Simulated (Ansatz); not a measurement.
# CdSe (F-43m) in Ansatz: further runs

One crystal, CdSe, is run at these levels: RPBE, revPBE, BLYP; tasks: relaxation of cell and atoms.

Program: Ansatz 0.2.0. These are calculated values, not measurements. Logs are shortened: lines on timing, memory, paths and dates and some standing lists are left out, and cuts for length are marked.

### Step 1. The structure

Symmetry: F-43m, No. 216, cubic system. The conventional cell has a = 6.141 Å, b = 6.141 Å, c = 6.141 Å, α = 90.00°, β = 90.00°, γ = 90.00°. Cd (site symmetry -43m) has 4 Se at 2.66 Å as nearest neighbours. Se (site symmetry -43m) is surrounded by 4 Cd at 2.66 Å.

Measurements of this composition are mostly on another form, of space group No. 186.

### Step 2. Relaxation of cell and atoms, RPBE

Input file input.yaml:

```yaml
crystal:
  lattice:
    - [0.0, 3.0702711986, 3.0702711986]
    - [3.0702711986, 0.0, 3.0702711986]
    - [3.0702711986, 3.0702711986, 0.0]
  atoms:
    - { symbol: Cd, position: [0.0, 0.0, 0.0] }
    - { symbol: Se, position: [0.25, 0.25, 0.25] }
kpoints:
  mp_grid: { grid: [8, 8, 8] }
scf:
  occupations: { method: fermi_dirac, width: 0.05 }
hamiltonian:
  xc: rpbe
  pseudopotentials: { kind: all_electron, lapw: { basis_error: 0.001 } }
output:
  forces: true
  stress: true
relax:
  f_tol: 0.01
  max_steps: 60
  cell: {}
```

Potentials or basis: all-electron LAPW, scalar-relativistic.

The run is started by

```bash
$ ansatz run input.yaml --threads 1 --pin off --max-ram 3072MiB --backend cpu --events-out ev --progress --plain --runs-dir out
```

What it wrote:

```text
Warning: RAYON_NUM_THREADS=1 ignored (pool sized by the plan → 1); use --threads N
The last accepted step is kept in <dir> (removed where the run ends without a failure and the disk answers)
LAPW: plane waves up to 8.689 Å⁻¹, error target 1.0e-3 eV per atom; small_component_spin mean_spin; Se in spheres of 1.241 Å, 24 of its electrons in bands, Dirac shells []; Cd in spheres of 1.338 Å, 20 of its electrons in bands, Dirac shells [] (how accurate: hamiltonian.pseudopotentials.lapw.basis_error, Limitations)
Engine: ansatz 0.2.0, aarch64-unknown-linux-gnu
Pseudopotentials: kind: all_electron
Pseudopotential: Cd, LAPW, valence charge 20, lapw/all_electron/scalar/gaussian/Cd, Koelling and Harmon's equation, gaussian nucleus
Pseudopotential: Se, LAPW, valence charge 24, lapw/all_electron/scalar/gaussian/Se, Koelling and Harmon's equation, gaussian nucleus
Functional definition: RPBE
  parameter kappa = 0.804
  parameter beta = 0.06672455060314922
  exchange = rpbe_x(kappa = kappa, mu = beta*pi^2/3)
  correlation = pbe_c(beta = beta)
Crystal: 2 atoms, lattice volume = 57.884 Å³
Basis set: ecut = 287.6617693018746 eV, 645 PW (Γ), exchange–correlation at level 2
Bands: 27, of which v1, the nominal top of the filled ones, is band 22 counted from 1 (21 counted from 0)
Symmetry: 24 space group operations
Space group: F-43m (ITA 216), of the structure as read, at distance tolerance 3.9e-5 Å
k-points: 29 of 512 (time reversal used)
Non-local potential: Cd, projectors of the file, none
Non-local potential: Se, projectors of the file, none
Initial density: superposition of atomic densities (chi_scale 0.1, normalization cell, long waves kept (reshape's long-wave potential 0.00 eV rms))
Initial wavefunctions: plane waves of lowest kinetic energy (no species holds an atomic orbital)
Functional: x = rpbe, c = pbe(β = 0.06672455060314922)
iter 1 solved again at ethr=2.59e-3 eV; its pass at ethr=1.00e-1 eV (dr2=1.14e0 eV) is discarded
SCF iter   1: F=—  HF=-218377.085398 eV  |F-HF|=—  |Δ(HF+E_count)|=         —  Δρ=2.98e-2  dr2=1.14e0  ethr=2.59e-3  ⟨swp⟩=2.0  Hψ=4901  notcnv=0
preconditioner: auto → none  [insulator: Δε(μ)=1.200 eV  Ē_g=12.450 eV  σ=0.050 eV  W_gap=1.00  n_scr=14 (ndim 8)  ℏωp=20.7 eV  f_vac=0.229  D(μ)=0.00/eV (n_scr^D=0)  ε∞_Penn≈3.8]
iter 2 solved again at ethr=5.40e-5 eV; its pass at ethr=2.59e-3 eV (dr2=2.37e-2 eV) is discarded
SCF iter   2: F=—  HF=-218376.730135 eV  |F-HF|=—  |Δ(HF+E_count)|=   3.55e-1  Δρ=7.66e-3  dr2=2.38e-2  ethr=5.40e-5  ⟨swp⟩=2.0  Hψ=4063  notcnv=0
SCF iter   3: F=—  HF=-218376.698683 eV  |F-HF|=—  |Δ(HF+E_count)|=   3.15e-2  Δρ=4.53e-3  dr2=1.29e-2  ethr=5.40e-5  ⟨swp⟩=3.0  Hψ=2466  notcnv=0
SCF iter   4: F=—  HF=-218376.701112 eV  |F-HF|=—  |Δ(HF+E_count)|=   2.43e-3  Δρ=1.54e-3  dr2=1.39e-3  ethr=2.93e-5  ⟨swp⟩=2.0  Hψ=2322  notcnv=0
SCF iter   5: F=—  HF=-218376.701831 eV  |F-HF|=—  |Δ(HF+E_count)|=   7.20e-4  Δρ=2.29e-4  dr2=2.47e-5  ethr=3.16e-6  ⟨swp⟩=3.0  Hψ=2327  notcnv=0
SCF iter   6: F=—  HF=-218376.701881 eV  |F-HF|=—  |Δ(HF+E_count)|=   4.96e-5  Δρ=6.74e-5  dr2=3.11e-6  ethr=5.61e-8  ⟨swp⟩=3.0  Hψ=2336  notcnv=0
SCF iter   7: F=—  HF=-218376.701894 eV  |F-HF|=—  |Δ(HF+E_count)|=   1.35e-5  Δρ=1.30e-5  dr2=1.14e-7  ethr=7.07e-9  ⟨swp⟩=3.0  Hψ=2470  notcnv=0
SCF iter   8: F=-218376.701895 eV  HF=-218376.701895 eV  |F-HF|=1.32e-8  |Δ(HF+E_count)|=   7.56e-7  Δρ=1.81e-6  dr2=2.49e-9  ethr=2.60e-10  ⟨swp⟩=3.0  Hψ=2476  notcnv=0
SCF 1 converged in 8 iterations: F = -218376.701895 eV  dr2 = 2.49e-9
relax step   1: F+E_penalty+E_count = -218376.70189519 eV  Δ(F+E_penalty+E_count) = +0.000e0 eV  max|allowed force component| = 9.252e-17 eV/Å  Δτ_max = 0.0000 Å  P = +3.212 GPa  Ω = 57.884 Å³  (8 SCF iters, accepted)
Crystal: 2 atoms, lattice volume = 62.997 Å³
Basis set: ecut = 271.87788017839625 eV, 645 PW (Γ), exchange–correlation at level 2
Initial density: handed on by an earlier stage of this run
Initial wavefunctions: those handed on with the density
iter 1 solved again at ethr=4.61e-6 eV; its pass at ethr=1.00e-1 eV (dr2=2.03e-3 eV) is discarded
SCF iter   1: F=—  HF=-218376.739908 eV  |F-HF|=—  |Δ(HF+E_count)|=         —  Δρ=1.15e-3  dr2=2.06e-3  ethr=4.61e-6  ⟨swp⟩=3.6  Hψ=4184  notcnv=0
preconditioner: auto → none  [insulator: Δε(μ)=0.585 eV  Ē_g=12.515 eV  σ=0.050 eV  W_gap=0.99  n_scr=14 (ndim 8)  ℏωp=19.8 eV  f_vac=0.291  D(μ)=0.00/eV (n_scr^D=0)  ε∞_Penn≈3.5]
iter 2 solved again at ethr=3.15e-7 eV; its pass at ethr=4.61e-6 eV (dr2=1.39e-4 eV) is discarded
SCF iter   2: F=—  HF=-218376.739461 eV  |F-HF|=—  |Δ(HF+E_count)|=   4.47e-4  Δρ=3.53e-4  dr2=1.39e-4  ethr=3.15e-7  ⟨swp⟩=2.0  Hψ=3831  notcnv=0
SCF iter   3: F=—  HF=-218376.739458 eV  |F-HF|=—  |Δ(HF+E_count)|=   3.37e-6  Δρ=1.97e-4  dr2=4.93e-5  ethr=3.15e-7  ⟨swp⟩=3.0  Hψ=2286  notcnv=0
SCF iter   4: F=—  HF=-218376.739487 eV  |F-HF|=—  |Δ(HF+E_count)|=   2.94e-5  Δρ=8.59e-5  dr2=8.84e-6  ethr=1.12e-7  ⟨swp⟩=3.0  Hψ=2292  notcnv=0
SCF iter   5: F=—  HF=-218376.739495 eV  |F-HF|=—  |Δ(HF+E_count)|=   7.49e-6  Δρ=2.46e-5  dr2=6.68e-7  ethr=2.01e-8  ⟨swp⟩=3.0  Hψ=2311  notcnv=0
SCF iter   6: F=-218376.739497 eV  HF=-218376.739497 eV  |F-HF|=7.66e-8  |Δ(HF+E_count)|=   1.59e-6  Δρ=4.73e-6  dr2=2.02e-8  ethr=1.52e-9  ⟨swp⟩=3.0  Hψ=2400  notcnv=0
SCF 2 converged in 6 iterations: F = -218376.739497 eV  dr2 = 2.02e-8
relax step   2: F+E_penalty+E_count = -218376.73949665 eV  Δ(F+E_penalty+E_count) = -3.760e-2 eV  max|allowed force component| = 9.252e-17 eV/Å  Δτ_max = 0.0000 Å  P = -0.562 GPa  Ω = 62.997 Å³  (6 SCF iters, accepted)
Crystal: 2 atoms, lattice volume = 62.180 Å³
Basis set: ecut = 274.25568365793436 eV, 645 PW (Γ), exchange–correlation at level 2
iter 1 solved again at ethr=1.02e-7 eV; its pass at ethr=1.00e-1 eV (dr2=4.51e-5 eV) is discarded
SCF iter   1: F=—  HF=-218376.741140 eV  |F-HF|=—  |Δ(HF+E_count)|=         —  Δρ=1.89e-4  dr2=5.43e-5  ethr=1.02e-7  ⟨swp⟩=4.5  Hψ=4194  notcnv=0
preconditioner: auto → none  [insulator: Δε(μ)=0.574 eV  Ē_g=12.582 eV  σ=0.050 eV  W_gap=0.99  n_scr=14 (ndim 8)  ℏωp=20.0 eV  f_vac=0.284  D(μ)=0.00/eV (n_scr^D=0)  ε∞_Penn≈3.5]
iter 2 solved again at ethr=7.34e-9 eV; its pass at ethr=1.02e-7 eV (dr2=3.23e-6 eV) is discarded
SCF iter   2: F=—  HF=-218376.741125 eV  |F-HF|=—  |Δ(HF+E_count)|=   1.51e-5  Δρ=5.46e-5  dr2=3.24e-6  ethr=7.34e-9  ⟨swp⟩=2.0  Hψ=3832  notcnv=0
SCF iter   3: F=—  HF=-218376.741124 eV  |F-HF|=—  |Δ(HF+E_count)|=   1.04e-6  Δρ=3.03e-5  dr2=1.13e-6  ethr=7.34e-9  ⟨swp⟩=3.0  Hψ=2271  notcnv=0
SCF iter   4: F=—  HF=-218376.741125 eV  |F-HF|=—  |Δ(HF+E_count)|=   4.20e-7  Δρ=1.25e-5  dr2=1.82e-7  ethr=2.57e-9  ⟨swp⟩=3.0  Hψ=2285  notcnv=0
SCF iter   5: F=-218376.741125 eV  HF=-218376.741125 eV  |F-HF|=1.97e-8  |Δ(HF+E_count)|=   9.81e-8  Δρ=3.47e-6  dr2=1.25e-8  ethr=4.14e-10  ⟨swp⟩=3.0  Hψ=2307  notcnv=0
SCF 3 converged in 5 iterations: F = -218376.741125 eV  dr2 = 1.25e-8
relax step   3: F+E_penalty+E_count = -218376.74112476 eV  Δ(F+E_penalty+E_count) = -1.628e-3 eV  max|allowed force component| = 1.203e-16 eV/Å  Δτ_max = 0.0000 Å  P = -0.070 GPa  Ω = 62.180 Å³  (5 SCF iters, accepted)
Crystal: 2 atoms, lattice volume = 62.065 Å³
Basis set: ecut = 274.59528167857746 eV, 645 PW (Γ), exchange–correlation at level 2
iter 1 solved again at ethr=2.29e-9 eV; its pass at ethr=1.00e-1 eV (dr2=1.01e-6 eV) is discarded
SCF iter   1: F=—  HF=-218376.741150 eV  |F-HF|=—  |Δ(HF+E_count)|=         —  Δρ=2.91e-5  dr2=1.25e-6  ethr=2.29e-9  ⟨swp⟩=4.5  Hψ=4221  notcnv=0
preconditioner: auto → none  [insulator: Δε(μ)=0.582 eV  Ē_g=12.587 eV  σ=0.050 eV  W_gap=0.99  n_scr=14 (ndim 8)  ℏωp=20.0 eV  f_vac=0.283  D(μ)=0.00/eV (n_scr^D=0)  ε∞_Penn≈3.5]
iter 2 solved again at ethr=2.28e-10 eV; its pass at ethr=2.29e-9 eV (dr2=1.00e-7 eV) is discarded
SCF iter   2: F=—  HF=-218376.741149 eV  |F-HF|=—  |Δ(HF+E_count)|=   1.97e-7  Δρ=9.53e-6  dr2=1.00e-7  ethr=2.28e-10  ⟨swp⟩=2.0  Hψ=3836  notcnv=0
SCF iter   3: F=-218376.741150 eV  HF=-218376.741149 eV  |F-HF|=1.94e-8  |Δ(HF+E_count)|=   2.33e-8  Δρ=5.30e-6  dr2=3.39e-8  ethr=2.28e-10  ⟨swp⟩=3.0  Hψ=2297  notcnv=0
SCF 4 converged in 3 iterations: F = -218376.741150 eV  dr2 = 3.39e-8
relax step   4: F+E_penalty+E_count = -218376.74114951 eV  Δ(F+E_penalty+E_count) = -2.475e-5 eV  max|allowed force component| = 1.018e-16 eV/Å  Δτ_max = 0.0000 Å  P = +0.002 GPa  Ω = 62.065 Å³  (3 SCF iters, accepted)
iter 1 solved again at ethr=7.71e-11 eV; its pass at ethr=1.00e-1 eV (dr2=3.39e-8 eV) is discarded
SCF iter   1: F=—  HF=-218376.741149 eV  |F-HF|=—  |Δ(HF+E_count)|=         —  Δρ=5.31e-6  dr2=3.39e-8  ethr=7.71e-11  ⟨swp⟩=3.9  Hψ=3693  notcnv=0
preconditioner: auto → none  [insulator: Δε(μ)=0.583 eV  Ē_g=12.587 eV  σ=0.050 eV  W_gap=0.99  n_scr=14 (ndim 8)  ℏωp=20.0 eV  f_vac=0.283  D(μ)=0.00/eV (n_scr^D=0)  ε∞_Penn≈3.5]
SCF iter   2: F=-218376.741149 eV  HF=-218376.741149 eV  |F-HF|=1.10e-8  |Δ(HF+E_count)|=   3.11e-8  Δρ=2.71e-6  dr2=7.52e-9  ethr=7.71e-11  ⟨swp⟩=3.0  Hψ=2294  notcnv=0
SCF 5 converged in 2 iterations: F = -218376.741149 eV  dr2 = 7.52e-9
relax step   5: F+E_penalty+E_count = -218376.74114881 eV  Δ(F+E_penalty+E_count) = +6.938e-7 eV  max|allowed force component| = 1.064e-16 eV/Å  Δτ_max = 0.0000 Å  P = +0.002 GPa  Ω = 62.065 Å³  stress off target by 1.83e-3 GPa  SCF on the basis re-selected at this cell (its energy is not comparable with the rows above)  (2 SCF iters)
basis re-selected at this cell: Δ(F+E_penalty+E_count) = +6.938e-7 eV, ΔP = -0.000 GPa vs the last step (what re-selecting the basis moved, after the strain that the cell walked since its last selection, with what the two solves' SCF thresholds leave and, on support functions, any second-order correction that the steps lacked; it is no measure of the basis error at this ecutwfc). This SCF's stress stands 1.83e-3 GPa from its target on what of the cell is left free (relax.cell.stress_tol is 5.00e-2 GPa) and its largest allowed force component is 1.06e-16 eV/Å (relax.f_tol is 1.00e-2 eV/Å): within both
SCF converged after 2 iterations
Free energy (F): -218376.741149 eV
Harris-Foulkes:  -218376.741149 eV  (|F-HF|=1.10e-8)
Internal energy: -218376.741128 eV  (E = F + TS)
E sigma→0 (E₀):  -218376.741139 eV
Entropy (-TS):   -0.000020 eV (-0.010 meV/atom)
Fermi energy:    7.228290 eV
--- Per-component energies (eV) ---
  E_band       = -2139.412013
  E_kinetic    = 227185.915112
  E_xc         = -6620.067398
  E_electrostatic = -438942.588843  (all electrons and nuclei)
  E_smearing   = -0.000020  (= −TS)
  E_closure    = 0.000000  (closes the sum)
  E_atoms      = -218371.859305  (free atoms, spherical and without spin; not in F)
  Σ components = -218376.741149   (vs F -218376.741149, Δ=0.00e0)
  Basis errors (estimates in eV, not in F): energy 4.1e-4 per atom: plane waves 3.8e-4 (2.2e-4 summed), levels above the bands 2.1e-68, relativity 7.2e-8, radial functions 3.2e-5, core shells 7.4e-7; eigenvalues (radial functions only) 5.9e-7; not estimated: angular momenta, meshes, grids; target (lapw.basis_error) 1.0e-3; muffin-tin radii Se 1.270 Å, Cd 1.370 Å
--- Forces (eV/Å), atoms counted from 1 ---
  atom   1  Cd    -0.00000000     0.00000000     0.00000000
  atom   2  Se     0.00000000    -0.00000000    -0.00000000
  max |Σ_I F_I| component: 5.55e-17 eV/Å
--- Stress (GPa, compression-positive) ---
        0.001828      -0.000000      -0.000000
       -0.000000       0.001828       0.000000
       -0.000000       0.000000       0.001828
  P = ⅓ Tr σ = 0.0018 GPa (0.018 kbar)
--- Relaxed structure (4 steps of the walk, 4 accepted, 1 SCFs on fresh bases) ---
  F+E_penalty+E_count = -218376.74114881 eV   max|allowed force component| = 1.064e-16 eV/Å   (the final SCF, on the basis selected at the relaxed cell)
  cell:  # Å, volume = 62.0646 Å³
    - [1.2483661480594197e-33, 3.1424709889025326, 3.1424709889025326]
    - [3.1424709889025326, -2.178271544062865e-33, 3.1424709889025326]
    - [3.1424709889025326, 3.1424709889025326, -2.917100488832725e-33]
  atoms:
    - { symbol: Cd, position: [1.2650213840887915e-33, -1.0454722182551996e-33, -1.1709288844458236e-33] }
    - { symbol: Se, position: [0.24999999999999997, 0.24999999999999997, 0.24999999999999997] }
```

Wall time 51 s (1 thread of Arm Neoverse V2, shared host); peak memory 0.31 GiB.

Results:

| Quantity | Value |
| --- | --- |
| Free energy | -218376.7411 eV |
| Relaxed volume | 31.03 Å³/atom |
| Relaxed cell | a = 4.444 Å, b = 4.444 Å, c = 4.444 Å, α = 60.00°, β = 60.00°, γ = 60.00° |
| Space group after relaxing (to 0.05 Å) | F-43m (No. 216) |
| Energy gained by relaxing | 19.6 meV/atom |
| Ionic steps | 5 |
| Pressure after relaxing | 0.0 GPa |
| Band gap on the k mesh | 0.58 eV |

The path:
```csv
step,energy change (eV),largest force (eV/Å),volume (Å³)
1,0.0000,0.0000,57.88
2,-0.0376,0.0000,63.00
3,-0.0392,0.0000,62.18
4,-0.0393,0.0000,62.06
5,-0.0393,0.0000,62.06
```

Final structure:
```cif
data_structure
_symmetry_space_group_name_H-M 'P 1'
_symmetry_Int_Tables_number 1
_cell_length_a 4.4441
_cell_length_b 4.4441
_cell_length_c 4.4441
_cell_angle_alpha 60.000
_cell_angle_beta 60.000
_cell_angle_gamma 60.000
_cell_volume 62.06
loop_
_atom_site_label
_atom_site_type_symbol
_atom_site_fract_x
_atom_site_fract_y
_atom_site_fract_z
_atom_site_occupancy
Cd1 Cd 0.00000 0.00000 0.00000 1
Se1 Se 0.25000 0.25000 0.25000 1
```

A k mesh can miss the band edges. RPBE gaps usually lie below the measured ones, often by a third to a half.

### Step 3. Relaxation of cell and atoms, revPBE

Edit input.yaml of step 2 so:

```diff
@@ -13,3 +13,3 @@
 hamiltonian:
-  xc: rpbe
+  xc: revpbe
   pseudopotentials: { kind: all_electron, lapw: { basis_error: 0.001 } }
```

Potentials or basis: all-electron LAPW, scalar-relativistic.

The run is started by

```bash
$ ansatz run input.yaml --threads 1 --pin off --max-ram 3072MiB --backend cpu --events-out ev --progress --plain --runs-dir out
```

Run time: 46 s. Hardware: 1 thread of Arm Neoverse V2, shared host; peak memory 0.31 GiB.

The run converged. Its results:

| Quantity | Value |
| --- | --- |
| Free energy | -218372.6025 eV |
| Relaxed volume | 30.67 Å³/atom |
| Relaxed cell | a = 4.427 Å, b = 4.427 Å, c = 4.427 Å, α = 60.00°, β = 60.00°, γ = 60.00° |
| Space group after relaxing (to 0.05 Å) | F-43m (No. 216) |
| Energy gained by relaxing | 13.8 meV/atom |
| Ionic steps | 5 |
| Pressure after relaxing | 0.0 GPa |
| Band gap on the k mesh | 0.56 eV |

The path:
| step | energy change (eV) | largest force (eV/Å) | volume (Å³) |
| --- | --- | --- | --- |
| 1 | 0.0000 | 0.0000 | 57.88 |
| 2 | -0.0263 | 0.0000 | 62.16 |
| 3 | -0.0276 | 0.0000 | 61.43 |
| 4 | -0.0276 | 0.0000 | 61.35 |
| 5 | -0.0276 | 0.0000 | 61.35 |

Final structure:
```
Cd Se
1.0
     0.00000    3.13031    3.13031
     3.13031    0.00000    3.13031
     3.13031    3.13031    0.00000
Cd Se
1 1
Direct
  0.00000 0.00000 0.00000
  0.25000 0.25000 0.25000
```

A k mesh can miss the band edges. As with any semilocal functional, this revPBE gap is likely too small.

### Step 4. Relaxation of cell and atoms, BLYP

Edit input.yaml of step 3 so:

```diff
@@ -13,3 +13,3 @@
 hamiltonian:
-  xc: revpbe
+  xc: blyp
   pseudopotentials: { kind: all_electron, lapw: { basis_error: 0.001 } }
```

The run is started by

```bash
$ ansatz run input.yaml --threads 1 --pin off --max-ram 3072MiB --backend cpu --events-out ev --progress --plain --runs-dir out
```

Run time: 45 s. Hardware: 1 thread of Arm Neoverse V2, shared host; peak memory 0.31 GiB.

Results (log left out):

* Free energy: -218389.2378 eV
* Relaxed volume: 31.53 Å³/atom
* Relaxed cell: a = 4.468 Å, b = 4.468 Å, c = 4.468 Å, α = 60.00°, β = 60.00°, γ = 60.00°
* Space group after relaxing (to 0.05 Å): F-43m (No. 216)
* Energy gained by relaxing: 29.8 meV/atom
* Ionic steps: 5
* Pressure after relaxing: 0.0 GPa

Step by step:
```
step  energy change (eV)  largest force (eV/Å)  volume (Å³)
   1              0.0000                0.0000        57.88
   2             -0.0567                0.0000        64.31
   3             -0.0596                0.0000        63.24
   4             -0.0596                0.0000        63.06
   5             -0.0596                0.0000        63.06
```

Final structure:
```
Cd Se
1.0
     0.00000    3.15925    3.15925
     3.15925    0.00000    3.15925
     3.15925    3.15925    0.00000
Cd Se
1 1
Direct
  0.00000 0.00000 0.00000
  0.25000 0.25000 0.25000
```

### Step 5. Summary

| level | gap on the mesh (eV) | pressure (GPa) | relaxed volume (Å³/atom) |
| --- | --- | --- | --- |
| RPBE | 0.58 | 0.0 | 31.03 |
| revPBE | 0.56 | 0.0 | 30.67 |
| BLYP | - | 0.0 | 31.53 |

Alike in all rows: task relaxation of cell and atoms; potentials or basis all-electron LAPW, scalar-relativistic; no spin polarisation; cell relaxed; k mesh 8 × 8 × 8; smearing fermi-dirac 0.05 eV; basis error allowed 0.001 eV/atom.

Compare energies only between runs with the same functional and basis.
